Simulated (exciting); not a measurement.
**Pb: single point with PBEsol**

The system is Pb.

```
CELL_PARAMETERS angstrom
-1.97966 1.97966 1.97966
1.97966 -1.97966 1.97966
1.97966 1.97966 -1.97966
ATOMIC_POSITIONS crystal
Pb 0.00000 0.00000 0.00000
```

This isn't the form of Pb at room conditions, which is fcc.

* Program: exciting (release sodium)
* Task: single point
* Functional: PBEsol
* Potentials or basis: all-electron LAPW+lo, shipped species files, valence relativity iora*
* rgkmax: 9
* k mesh: 9 × 9 × 9
* Occupations: fermi-dirac, width 0.05 eV
* Spin: no spin polarisation
* gmaxvr (cutoff of density and potential): 14 1/bohr
* lmaxapw (and lmaxmat): 10
* lmaxvr: 8
* nempty: 8
* Valence relativity: iora*
* epsengy: 1e-05 Ha
* epspot: 1e-05 Ha
* maxscl: 60
* Muffin-tin radii: Pb 2.3 bohr

The band gap on the k mesh is none (metal or under the smearing width). The all electrons inside the program's atomic spheres are Pb 79.06 (radii Pb 2.3 bohr).

Levels at points of the mesh, in eV from the Fermi level:
```
           k point  band 5  band 6  band 7  band 8  band 9  band 10
(0.00, 0.00, 0.00)  -16.83  -11.66    7.39    7.39    7.39    11.02
```

Run time: 65 s on 1 thread of Intel(R) Xeon(R) Processor @ 2.50GHz (Skylake/Cascade Lake), with other jobs on the host, peak memory 0.11 GiB.

Caveat: the log's total energy holds no entropy term; the free energy is that total less TS from the occupations. The run has no spin-orbit coupling, so splittings on Pb are missing.
